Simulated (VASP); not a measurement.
# MnO (F-43m) in VASP: further runs

One crystal, MnO, is run at these levels: PBEsol+U, PBE+U; tasks: single point.

All numbers are computed with VASP 6.6.1; they aren't measurements. Logs are shortened: lines on timing, memory, paths and dates and some standing lists are left out, and cuts for length are marked.

## (1) Starting point

It takes space group F-43m (No. 216, cubic). The conventional cell has a = 4.873 Å, b = 4.873 Å, c = 4.873 Å, α = 90.00°, β = 90.00°, γ = 90.00°. Mn (site symmetry -43m) is surrounded by 4 O at 2.11 Å. Around O (site symmetry -43m) lie 4 Mn at 2.11 Å.

Measurements of this composition are mostly on another form, of space group No. 225.

## (2) Single point, PBEsol+U, collinear spin, ferromagnetic start

Input file INCAR:

```
PREC     = Accurate       # precision mode
ENCUT    = 520            # plane-wave cutoff, eV
EDIFF    = 1E-7           # SCF threshold, eV
ISMEAR   = 0              # smearing method
SIGMA    = 0.05           # smearing width, eV
LREAL    = F              # projectors in reciprocal space
LASPH    = T              # aspherical terms in the spheres
NELM     = 120            # most SCF steps
ALGO     = Normal         # electronic algorithm
ISIF     = 2              # what is computed and relaxed
LWAVE    = F              # write WAVECAR
LCHARG   = T              # write CHGCAR
ISPIN    = 2              # spin polarisation
MAGMOM   = 4 0            # initial moments
LORBIT   = 11             # projections on sites
NUPDOWN  = 4              # fixed moment
LMAXMIX  = 4              # l up to which the mixer works
LDAU     = T              # DFT+U
LDAUTYPE = 2            
LDAUL    = 2 -1           # shell
LDAUU    = 6 0            # U, eV
LDAUJ    = 0 0          
LDAUPRINT= 1            
GGA      = PS             # functional
LELF     = T              # ELF
LVHAR    = T            
NBANDS   = 20             # bands
```

Input file KPOINTS:

```
regular mesh
0
Gamma
  7 7 7
```

Input file POSCAR:

```
MnO
1.0
    0.0000000000      2.4365134300      2.4365134300
    2.4365134300      0.0000000000      2.4365134300
    2.4365134300      2.4365134300      0.0000000000
Mn O
1 1
Direct
    0.0000000000      0.0000000000      0.0000000000
    0.2500000000      0.2500000000      0.2500000000
```

Potentials or basis: VASP PAW PBE potentials, release 64 (Mn_pv, O).

Started as:

```bash
$ cat potpaw_PBE.64/Mn_pv/POTCAR potpaw_PBE.64/O/POTCAR > POTCAR
$ mpirun -np 1 vasp_std > vasp.out
```

OUTCAR:

```text
PREC = Accurate
   ENCUT = 520
   EDIFF = 1E-7
   ISMEAR = 0
   LREAL = F
   LASPH = T
   NELM = 120
   ISIF = 2
   ISPIN = 2
   LORBIT = 11
   NUPDOWN = 4
   GGA = PS

 ion  position               nearest neighbor table
   1  0.000  0.000  0.000-   2 2.11   2 2.11   2 2.11   2 2.11
   2  0.250  0.250  0.250-   1 2.11   1 2.11   1 2.11   1 2.11

  LATTYP: Found a face centered cubic cell.
 ALAT       =     4.8730268600

  Lattice vectors:

 A1 = (   0.0000000000,   2.4365134300,   2.4365134300)
 A2 = (   2.4365134300,   0.0000000000,   2.4365134300)
 A3 = (   2.4365134300,   2.4365134300,   0.0000000000)

Analysis of symmetry for initial positions (statically):
=====================================================================
 Subroutine PRICEL returns:
 Original cell was already a primitive cell.

 Routine SETGRP: Setting up the symmetry group for a
 face centered cubic supercell.

 Subroutine GETGRP returns: Found 24 space group operations
 (whereof 24 operations were pure point group operations)
 out of a pool of 48 trial point group operations.

The static configuration has the point symmetry T_d .

Analysis of symmetry for dynamics (positions and initial velocities):
=====================================================================
 Subroutine PRICEL returns:
 Original cell was already a primitive cell.

 Routine SETGRP: Setting up the symmetry group for a
 face centered cubic supercell.

 Subroutine GETGRP returns: Found 24 space group operations
 (whereof 24 operations were pure point group operations)
 out of a pool of 48 trial point group operations.

The dynamic configuration has the point symmetry T_d .

Analysis of structural, dynamic, and magnetic symmetry:
=====================================================================
 Subroutine PRICEL returns:
 Original cell was already a primitive cell.

 Routine SETGRP: Setting up the symmetry group for a
 face centered cubic supercell.

 Subroutine GETGRP returns: Found 24 space group operations
 (whereof 24 operations were pure point group operations)
 out of a pool of 48 trial point group operations.

The overall configuration has the point symmetry T_d .

 Subroutine INISYM returns: Found 24 space group operations
 (whereof 24 operations are pure point group operations),
 and found     1 'primitive' translations

----------------------------------------------------------------------------------------

                                     Primitive cell

  volume of cell :      28.9292

  direct lattice vectors                    reciprocal lattice vectors
     0.000000000  2.436513430  2.436513430    -0.205211264  0.205211264  0.205211264
     2.436513430  0.000000000  2.436513430     0.205211264 -0.205211264  0.205211264
     2.436513430  2.436513430  0.000000000     0.205211264  0.205211264 -0.205211264

  length of vectors
     3.445750338  3.445750338  3.445750338     0.355436335  0.355436335  0.355436335

  position of ions in fractional coordinates (direct lattice)
     0.000000000  0.000000000  0.000000000
     0.250000000  0.250000000  0.250000000

  ion indices of the primitive-cell ions
   primitive index   ion index
                 1           1
                 2           2

----------------------------------------------------------------------------------------

 KPOINTS: regular mesh

Automatic generation of k-mesh.
 Grid dimensions read from file:
 generate k-points for:    7    7    7

 Generating k-lattice:

  Cartesian coordinates                     Fractional coordinates (reciprocal lattice)
[... 67 lines left out ...]
   NUPDOWN=       4.0000    fix difference up-down
   EMIN   =  10.00;   EMAX   =-10.00  energy-range for DOS
   EFERMI =   0.00;   METHOD = LEGACY
   ISMEAR =     0;   SIGMA  =   0.05  broadening in eV -4-tet -1-fermi 0-gaus
   EFERMI_NEDOS =   21; number of points for ismear=-14 and -15
   IALGO  =     38    algorithm
   IMIX   =      4    mixing-type and parameters
     AMIX     =   0.40;   BMIX     =  1.00
     AMIX_MAG =   1.60;   BMIX_MAG =  1.00
  volume/ion in A,a.u.               =      14.46        97.61
  Fermi-wavevector in a.u.,A,eV,Ry     =   1.423029  2.689136 27.551972  2.025013
  Thomas-Fermi vector in A             =   2.543670
   LORBIT       =     11    0 simple, 1 ext, 2 COOP (PROOUT), +10 PAW based schemes
 LDA+U is selected, type is set to LDAUTYPE =  2
   angular momentum for each species LDAUL =     2   -1
   U (eV)           for each species LDAUU =   6.0  0.0
   J (eV)           for each species LDAUJ =   0.0  0.0
   GGA     = PS    functional components
   LHFCALC =     F    Hartree Fock is set to
   AEXX    =    0.0000 exact exchange contribution
   IVDW    =     0    specifies the selected vdW correction
   LEPSILON=     F    determine dielectric tensor
   LRPA    =     F    only Hartree local field effects (RPA)
 spin polarized calculation
 Gauss-broadening in eV      SIGMA  =   0.05
  energy-cutoff  :      520.00
  volume of cell :       28.93
 maximum number of plane-waves:       793
 NGX is ok and might be reduce to    28
   NGX = 13   NGY = 13   NGZ = 13

atom =   1  type =  1  l = 2

 onsite density matrix

spin component  1

  0.9000  0.0000 -0.0000  0.0000  0.0000
  0.0000  0.9000  0.0000  0.0000  0.0000
 -0.0000  0.0000  0.9440  0.0000 -0.0000
  0.0000  0.0000  0.0000  0.9000 -0.0000
  0.0000  0.0000 -0.0000 -0.0000  0.9440

spin component  2

  0.0940 -0.0000  0.0000 -0.0000 -0.0000
 -0.0000  0.0940 -0.0000 -0.0000  0.0000
  0.0000 -0.0000  0.0168 -0.0000  0.0000
 -0.0000 -0.0000 -0.0000  0.0940  0.0000
 -0.0000  0.0000  0.0000  0.0000  0.0168

 occupancies and eigenvectors

  o =  0.0168  v =  0.0000  0.0000  0.0000  0.0000  0.0000  0.0000  0.0000 -0.9975  0.0000  0.0707      0.0000  0.0000  0.0000  0.0000  0.0000  0.0000  0.0000  0.0000  0.0000  0.0000
  o =  0.0168  v =  0.0000  0.0000  0.0000  0.0000  0.0000  0.0000 -0.0000 -0.0707 -0.0000 -0.9975      0.0000  0.0000  0.0000  0.0000  0.0000  0.0000  0.0000  0.0000  0.0000  0.0000
  o =  0.0940  v =  0.0000  0.0000  0.0000  0.0000  0.0000  0.0000  1.0000  0.0000  0.0065 -0.0000      0.0000  0.0000  0.0000  0.0000  0.0000  0.0000  0.0000  0.0000  0.0000  0.0000
  o =  0.0940  v =  0.0000  0.0000  0.0000  0.0000  0.0000  0.0000  0.0065 -0.0000 -1.0000  0.0000      0.0000  0.0000  0.0000  0.0000  0.0000  0.0000  0.0000  0.0000  0.0000  0.0000
  o =  0.0940  v =  0.0000  0.0000  0.0000  0.0000  0.0000  1.0000  0.0000  0.0000  0.0000  0.0000      0.0000  0.0000  0.0000  0.0000  0.0000  0.0000  0.0000  0.0000  0.0000  0.0000
  o =  0.9000  v =  0.0000 -0.0836  0.0000  0.9965  0.0000  0.0000  0.0000  0.0000  0.0000  0.0000      0.0000  0.0000  0.0000  0.0000  0.0000  0.0000  0.0000  0.0000  0.0000  0.0000
  o =  0.9000  v =  1.0000  0.0000  0.0000  0.0000  0.0000  0.0000  0.0000  0.0000  0.0000  0.0000      0.0000  0.0000  0.0000  0.0000  0.0000  0.0000  0.0000  0.0000  0.0000  0.0000
  o =  0.9000  v =  0.0000 -0.9965 -0.0000 -0.0836  0.0000  0.0000  0.0000  0.0000  0.0000  0.0000      0.0000  0.0000  0.0000  0.0000  0.0000  0.0000  0.0000  0.0000  0.0000  0.0000
  o =  0.9440  v =  0.0000 -0.0000  0.9833 -0.0000  0.1822  0.0000  0.0000  0.0000  0.0000  0.0000      0.0000  0.0000  0.0000  0.0000  0.0000  0.0000  0.0000  0.0000  0.0000  0.0000
  o =  0.9440  v =  0.0000  0.0000 -0.1822 -0.0000  0.9833  0.0000  0.0000  0.0000  0.0000  0.0000      0.0000  0.0000  0.0000  0.0000  0.0000  0.0000  0.0000  0.0000  0.0000  0.0000

 number of electron      19.0000008 magnetization       4.0000002

 Free energy of the ion-electron system (eV)
  ---------------------------------------------------
  ext. energy  EPLUGINS =         0.00000000
  ---------------------------------------------------
  free energy    TOTEN  =       -14.04071869 eV

  energy without entropy =      -14.03897585  energy(sigma->0) =      -14.03984727

 E-fermi :   6.1441     XC(G=0): -10.5174

 val. band max:        6.1209117560   @ k =   0.2857   0.0000   0.0000
 cond. band min:       2.6098568666   @ k =   0.1429   0.1429   0.0000
 fundamental gap:     -3.5110548893
 Fermi energy:         2.6073333583

 spin component 1

 k-point     1 :       0.0000    0.0000    0.0000
  band No.  band energies     occupation
      1     -45.8722      1.00000
      2     -45.8722      1.00000
      3     -45.8722      1.00000
      4     -14.5241      1.00000
      5      -2.3376      1.00000
      6      -2.3376      1.00000
[... 436 lines left out ...]
      6      -1.5768      1.00000
[... 12 lines left out ...]
     19      24.5639      0.00000
     20      25.4359      0.00000
 Fermi energy:         6.1441368599

 spin component 2

 k-point     1 :       0.0000    0.0000    0.0000
  band No.  band energies     occupation
      1     -41.2830      1.00000
      2     -41.2830      1.00000
      3     -41.2830      1.00000
      4     -14.8411      1.00000
      5      -0.0044      1.00000
      6      -0.0044      1.00000
[... 449 lines left out ...]
     19      25.3294      0.00000
     20      25.9536      0.00000

------------------------ aborting loop because EDIFF is reached ----------------------------------------

  FORCE on cell =-STRESS in cart. coord.  units (eV):
  Direction    XX          YY          ZZ          XY          YZ          ZX
  --------------------------------------------------------------------------------------
  -------------------------------------------------------------------------------------
  Total       -1.8057823     -1.8057823     -1.8057823      0.0000000      0.0000000     -0.0000000
  in kB     -100.0091054   -100.0091054   -100.0091054      0.0000000      0.0000000     -0.0000000
  external PRESSURE =    -100.0091054 kB  Pullay stress =       0.0000000 kB

 VOLUME and BASIS-vectors are now :
 -----------------------------------------------------------------------------
  energy-cutoff  :      520.00
  volume of cell :       28.93
      direct lattice vectors                 reciprocal lattice vectors
     0.000000000  2.436513430  2.436513430    -0.205211264  0.205211264  0.205211264
     2.436513430  0.000000000  2.436513430     0.205211264 -0.205211264  0.205211264
     2.436513430  2.436513430  0.000000000     0.205211264  0.205211264 -0.205211264

 POSITION                                       TOTAL-FORCE (eV/Angst)
 -----------------------------------------------------------------------------------
      0.00000      0.00000      0.00000         0.000000      0.000000      0.000000
      1.21826      1.21826      1.21826        -0.000000     -0.000000     -0.000000
 -----------------------------------------------------------------------------------
    total drift:                               -0.000000     -0.000000     -0.000000

  FREE ENERGIE OF THE ION-ELECTRON SYSTEM (eV)
  ---------------------------------------------------
  free  energy   TOTEN  =       -14.0407186923 eV

  energy  without entropy=      -14.0389758497  energy(sigma->0) =      -14.03984727

 total charge

# of ion       s       p       d       tot
------------------------------------------
    1        0.234   6.196   4.884  11.314
    2        1.568   3.351   0.000   4.918
--------------------------------------------------
tot          1.802   9.547   4.884  16.232

 magnetization (x)

# of ion       s       p       d       tot
------------------------------------------
    1        0.012   0.013   4.264   4.290
    2       -0.010  -0.226   0.000  -0.236
--------------------------------------------------
tot          0.002  -0.213   4.264   4.053
```

Run time: 56 s. Hardware: 1 thread of AMD EPYC 7R43 (Zen 3), shared host; peak memory 0.14 GiB.

What came out:

```yaml
Free_energy: -14.0407 eV
Pressure: -10.0 GPa
Net_moment: 4.00 μB per cell
Site_moments: Mn +4.29; O -0.24 μB
Valence_electrons_inside_the_program's_atomic_spheres: Mn 11.31; O 4.92
```

Eigenvalues of the final occupation matrices:
```csv
site,spin,trace,eigenvalues
site 1 d,1,4.59,0.90 0.90 0.90 0.94 0.94
site 1 d,2,0.32,0.02 0.02 0.09 0.09 0.09
```

Caveat: the PAW data sets were made with another functional, which shifts forces and pressure a little; the total moment is fixed, so each spin has its own Fermi level; a cell with one magnetic atom can't hold antiferromagnetic order, which such compounds often take.

## (3) Single point, PBE+U, collinear spin, ferromagnetic start

Input file INCAR:

```
PREC = Accurate
ENCUT = 520
EDIFF = 1E-6
ISMEAR = 0
SIGMA = 0.05
LREAL = F
LASPH = T
NELM = 150
ALGO = Normal
ISIF = 2
LWAVE = F
LCHARG = F
ISPIN = 2
MAGMOM = 4 0
LORBIT = 11
LMAXMIX = 4
LDAU = T
LDAUTYPE = 2
LDAUL = 2 -1
LDAUU = 7 0
LDAUJ = 0 0
LDAUPRINT = 1
GGA = PE
```

Input file KPOINTS:

```
Automatic mesh
0
Gamma
  7 7 7
```

POSCAR is that of step 2.

Potentials or basis: VASP PAW PBE potentials, release 64 (Mn_pv, O).

Started as:

```bash
$ cat potpaw_PBE.64/Mn_pv/POTCAR potpaw_PBE.64/O/POTCAR > POTCAR
$ mpirun -np 1 vasp_std > vasp.out
```

Run time: 42 s. Hardware: 1 thread of AMD EPYC 7R43 (Zen 3), shared host; peak memory 0.14 GiB.

Results (log left out):

* Free energy: -14.7748 eV
* Pressure: 1.2 GPa
* Band gap on the k mesh: none (metal or under the smearing width)
* Net moment: 5.00 μB per cell
* Site moments: Mn +4.70; O +0.04 μB
* Valence electrons inside the program's atomic spheres: Mn 11.35; O 5.00

Levels at points of the mesh, in eV from the Fermi level:
Spin up:
| k point | band 9 | band 10 | band 11 | band 12 | band 13 | band 14 | band 15 |
| --- | --- | --- | --- | --- | --- | --- | --- |
| (0.00, 0.00, 0.00) | -4.47 | -0.10 | -0.02 | -0.02 | -0.02 | 12.92 | 12.92 |
Spin down:
```
           k point  band 4  band 5  band 6  band 7  band 8  band 9  band 10  band 11
(0.00, 0.00, 0.00)  -17.53   -2.57   -2.57   -2.57    1.06    6.05     6.05     7.26
```

Eigenvalues of the final occupation matrices:
| site | spin | trace | eigenvalues |
| --- | --- | --- | --- |
| site 1 d | 1 | 4.79 | 0.95 0.95 0.96 0.96 0.96 |
| site 1 d | 2 | 0.16 | 0.01 0.01 0.04 0.04 0.04 |

Caveat: a cell with one magnetic atom can't hold antiferromagnetic order, which such compounds often take. The state reached can hang on the start; a lower one may exist.
